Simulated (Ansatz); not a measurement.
Crystal: Sc.

```
CELL_PARAMETERS angstrom
3.30900 0.00000 0.00000
-1.65450 2.86568 0.00000
0.00000 0.00000 5.27330
ATOMIC_POSITIONS crystal
Sc 0.66667 0.33333 0.75000
Sc 0.33333 0.66667 0.25000
```

Program: Ansatz 0.2.0. Alike in all runs: potentials or basis Ansatz PAW; cell as given; k mesh 9 × 9 × 5; cutoff (eV) 420. Hardware: 2 threads of Intel(R) Xeon(R) Platinum 8259CL CPU @ 2.50GHz (Skylake/Cascade Lake), with other jobs on the host.

Order these runs on this cell by their wall time, lowest first.
A. task band structure; level PBEsol+U; spin off; U Sc d U = 4.3 eV; smearing fermi-dirac 0.05 eV; hubbard projectors ortho-atomic (the default); double counting fll (the default); points for each segment of the path 14
B. task electrostatic potential; level PBE+D4+U; spin collinear, random start; U Sc d U = 7 eV; smearing methfessel-paxton 0.2 eV; hubbard projectors ortho-atomic (the default); double counting fll (the default)
C. task atomic charges; level LDA+D3(BJ); spin off; smearing fermi-dirac 0.05 eV
D. task single point; level PBEsol; spin off; smearing gaussian 0.02 eV

D (1.3 s), A (3.1 s), C (16 s), B (44 s).

Caveats: the U is typed as a test and isn't derived for this compound (some runs); the dispersion damping was fitted for another functional or another form of the correction (some runs); the magnetic or orbital state may not be the lowest (some runs); the starting moments weren't kept (some runs); U without spin polarisation on a metal has little footing (some runs).
